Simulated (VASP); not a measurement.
# A single sheet of SrHBrO in VASP, part 2 of 2

How does a single sheet of SrHBrO behave as a surface?

VASP 6.6.1; PBE with D3(BJ); plane waves and PAW (Br, Sr_sv, H, O).

So far. Step 3 (Going on with the relaxation): The run ended after 5 ionic steps, 0.001 eV below its first step, once the forces on the free atoms met EDIFFG = -0.03. Step 4 (Potential and states of the slab): The vacuum level lies 6.20 eV above the highest filled level at the upper face; both faces agree, as the slab has next to no dipole.

### Step 5. Tunnelling image, filled states within 1 eV

A partial density over this window, at constant height above the top atom, is the Tersoff-Hamann picture of a tunnelling image.

INCAR reads:

```
SYSTEM = SrHBrO
PREC = Normal
ENCUT = 400
EDIFF = 1E-05
NELM = 120
ISMEAR = 0
SIGMA = 0.05
LREAL = .FALSE.
ALGO = Fast
GGA = PE
IVDW = 12
NBANDS = 44
LWAVE = .FALSE.
LCHARG = .FALSE.
ISTART = 1
LPARD = .TRUE.
NBMOD = -2
EINT = -5.129 -4.109
LSEPB = .FALSE.
LSEPK = .FALSE.
```

POSCAR reads:

```
SrHBrO
1.0
    5.9505773880      0.0000000000      0.0000000000
    4.3689443940      4.0400118980      0.0000000000
    0.0000000000      0.0000000000     19.6503130456
Br Sr H O
2 2 2 2
Direct
    0.4524714482      0.4524714482      0.6183925673
    0.3536875148      0.3536875148      0.3816074327
    0.1545868284      0.1545868284      0.5794045954
    0.6515721346      0.6515721346      0.4205954046
    0.8209011017      0.8209011017      0.5431331239
    0.9852578613      0.9852578613      0.4568668761
    0.7336129908      0.7336129908      0.5363881284
    0.0725459722      0.0725459722      0.4636118716
```

KPOINTS reads:

```
Automatic mesh
0
Gamma
6 6 1
0 0 0
```

Potentials, in the order of the species: Br, Sr_sv, H and O (PBE family, release 64).

The WAVECAR or CHGCAR of an earlier step is read.

The run is started by

```
mpirun -np 4 vasp_std
```

It took 3 s on 4 MPI ranks of Intel Xeon Platinum 8488C (Sapphire Rapids), shared host; 7.1 s of CPU time.

Local density of states in the window along a and b. Constant height, 2.5 Å above the top atom.

Values in units of 1e-3 e/Å³, 12 rows by 16 columns, each cell a mean:
```
0.5 0.5 0.4 0.4 0.3 0.2 0.1 0.1 0.1 0.2 0.2 0.3 0.4 0.4 0.5 0.5
0.6 0.7 0.7 0.7 0.6 0.5 0.3 0.2 0.1 0.1 0.1 0.1 0.2 0.3 0.3 0.5
0.6 0.8 1.1 1.2 1.1 0.9 0.7 0.5 0.3 0.2 0.1 0.1 0.1 0.2 0.2 0.4
0.5 0.9 1.3 1.6 1.8 1.7 1.4 1.0 0.6 0.4 0.2 0.1 0.1 0.1 0.2 0.3
0.4 0.7 1.2 1.8 2.3 2.5 2.3 1.9 1.3 0.8 0.5 0.2 0.1 0.1 0.1 0.2
0.3 0.5 0.9 1.5 2.2 2.8 3.1 2.8 2.2 1.5 0.9 0.5 0.3 0.1 0.1 0.1
0.2 0.3 0.5 1.0 1.6 2.4 3.0 3.3 3.0 2.3 1.6 1.0 0.5 0.3 0.2 0.1
0.1 0.2 0.3 0.5 0.9 1.5 2.2 2.8 3.0 2.7 2.1 1.5 0.9 0.5 0.3 0.2
0.1 0.1 0.1 0.2 0.5 0.8 1.3 1.8 2.3 2.4 2.2 1.7 1.2 0.7 0.4 0.2
0.2 0.1 0.1 0.1 0.2 0.4 0.6 0.9 1.3 1.6 1.7 1.5 1.2 0.9 0.6 0.4
0.3 0.2 0.1 0.1 0.1 0.2 0.3 0.4 0.6 0.8 1.0 1.1 1.0 0.8 0.6 0.4
0.4 0.3 0.2 0.2 0.1 0.1 0.1 0.2 0.3 0.4 0.5 0.6 0.6 0.6 0.6 0.5
```
Columns: along a (fractional) from 0 to 0.983; rows upwards: along b (fractional) from 0 to 0.983.

Partial charge density in the ca plane at fractional y = 0.073, with atoms of O within 0.2 Å of it. It is the smooth field of the valence electrons, not physical close to the nuclei.

Ten even steps from '0' (0.0 Å⁻³) to '9' (1.1 Å⁻³), each cell a mean:
```
00000000000000000000000000000000000000000000
00000000000000000000000000000000000000000000
00000000000000000000000000000000000000000000
00000000000000000000000000000000000000000000
00000000000000000000000000000000000000000000
00000000000000000111000000000000000000000000
00000000000000001121100000000000000000000000
00000000000000001121100000000000000000000000
00000000000000000111000000000000000000000000
00000000000000000000000000000000000000000000
00000000000000000000000000000000000000000000
00000000000000000000000000000000000000000000
00000000000000000000000000000000000000000000
00000000000000000000033210000000000000000000
00000000000000000000169830000000000000000000
00000000000000000000034420000000000000000000
```
Columns run along c (16.0 Å, from fractional 0.05 to 0.87 of the cell), rows up along a (6.0 Å). Atoms in or near the plane, at fractional coordinates: O at (0.46, 0.07).

Shared out to the nearest atoms, the partial charge density (by size) has 74 % on Br; its largest share on one atom is 37 % (Br2), and it takes 3 of the 8 atoms to pass 80 %.

Between its 5th and 95th percentile the partial density varies by a factor of 23, which sets the contrast of the image.

### Step 6. Tunnelling image, empty states within 1 eV

INCAR: that of step 5 with these lines changed.

```diff
@@ -17,3 +17,3 @@
 NBMOD = -2
-EINT = -5.129 -4.109
+EINT = -0.048 0.972
 LSEPB = .FALSE.
```

POSCAR is that of step 5.

KPOINTS is that of step 5.

The WAVECAR or CHGCAR of an earlier step is read.

The run is started by

```
mpirun -np 4 vasp_std
```

Run time: 3.6 s. Hardware: 4 MPI ranks.

Local density of states in the window along a and b. Constant height, 2.5 Å above the top atom.

Ten even steps from '0' (1.34 × 1e-3 e/Å³) to '9' (3.35 × 1e-3 e/Å³), each cell a mean:
```
233456788999887655432211000011
122345677888887765543221100001
111234456778888776554322111000
001122345667788777655433211100
000111233456677777765543322111
100001112344566777776654433211
110000011223455677777665543322
221100000112334566777766654433
322110000001123455677777665544
433211000000012334566777776655
554322100000001123456677777766
765443211000000012345667788877
876654322100000001234566788888
888765543210000000123445678888
999887654321100000012234567889
999998765432210000001223456789
999999887654321100000112345678
899999988765432110000011234567
788999999876543221100001123456
567899999987654332110000112334
456789999998765443211100011223
345678899998876544321110001112
```
Columns: along a (fractional) from 0 to 0.983; rows upwards: along b (fractional) from 0 to 0.983.

Partial charge density in the ca plane at fractional y = 0.073, with atoms of O within 0.2 Å of it. It is the smooth field of the valence electrons, not physical close to the nuclei.

Ten steps, logarithmic in the rise over the least value, from '0' (-0.37 × 1e-2 Å⁻³) to '9' (3.47 × 1e-2 Å⁻³), each cell a mean:
```
55555555555666666666556655666666666666555555
55555555555566666666666556666666666665555555
55555555555566666666666666666655566665555555
55555555555556665556666666666655555555555555
55555555555555555555666666666655555655555555
55555555555555555555566666666665666665555555
55555555555555555555556666666666666666555555
55555555555566655555555555555666666666555555
55555555555666665555555555555566777666655555
55555555555666666655555566555567777766655555
55555555555666676666555566643436787776655555
55555555555666777766555566617845787776655555
55555555555666777766555556608964787776655555
55555555555666777766567655635735777766655555
55555555555666677766579965554446777766655555
55555555555666667666579965555566677666555555
```
Columns run along c (16.0 Å, from fractional 0.05 to 0.87 of the cell), rows up along a (6.0 Å). Atoms in or near the plane, at fractional coordinates: O at (0.46, 0.07).

Shared out to the nearest atoms, the partial charge density (by size) has 40 % on Sr; its largest share on one atom is 20 % (Sr3), and it takes 5 of the 8 atoms to pass 80 %.

Between its 5th and 95th percentile the partial density varies by a factor of 2.2, which sets the contrast of the image.

### Step 7. Derived quantities

This step: slab, PBE + D3(BJ); plane waves and PAW (VASP 6.6.1).

No new run; the numbers come from the runs before.

This step gave:

```yaml
ionisation_potential_at_the_upper_face: 6.195 eV
```

### Step 8. Slab, other settings

This step: PBE with D3(BJ); plane waves and PAW (Br, Sr_sv, H, O) (VASP 6.6.1).

The run is repeated with some settings moved, to see what they change.

INCAR reads:

```
SYSTEM = SrHBrO
PREC = Normal
ENCUT = 400
EDIFF = 1E-06
NELM = 120
ISMEAR = 0
SIGMA = 0.05
LREAL = .FALSE.
ALGO = Fast
GGA = PE
IVDW = 12
NBANDS = 32
LORBIT = 11
LWAVE = .FALSE.
LCHARG = .FALSE.
KPAR = 4
IDIPOL = 3
LDIPOL = .TRUE.
DIPOL = 0.5 0.5 0.5
LVHAR = .TRUE.
LVACPOTAV = .TRUE.
NELECT = 47.5
```

POSCAR is that of step 6.

KPOINTS is that of step 6.

The run is started by

```
mpirun -np 4 vasp_std
```

It took 4.8 s on 4 MPI ranks.

Other runs of this cell carry LDIPOL without an error; here NELECT leaves a net charge, and the program allows the two together in cubic cells alone.

The input was rejected at the start.

VASP's message: “LDIPOL = .TRUE. must be selected only for cubic supercells, since the quadrupole corrections are currently only implemented for this”. No number of this run is used.

Settings moved from the usual: NELECT = 47.5.

NELECT differs from the neutral count, so the cell is charged against a uniform background: another system, not a numerical setting.

### Step 9. Summary of results

| Property | Result |
| --- | --- |
| ionisation potential of the slab | 6.20 eV |

The ionisation potential is 6.20 eV at both faces. The atoms hardly moved within the symmetry of the start. Semilocal band edges put the ionisation potential too low and the gap too small. The cell in the plane was kept as given and was not relaxed here. The slab has a gap, so the level below the vacuum is counted from the highest filled level.

[Lines on the potential files, build, host, timing and source positions are cut from VASP's logs without a mark.]

[Logs are printed without paths, hosts, clocks, repeated set-up lines and the standing remarks that a program may print on its own settings, such as how far it seeks lower states.]

[Hosts, paths, dates, database ids (printed as entryN), source tags and the programs' standing remarks are cut or masked in the printed files.]

[In band tables of VASP the shares of atoms and orbitals are scaled to a sum of 1 inside the atoms' spheres.]

[Runs that stopped without an error message from VASP are left out.]
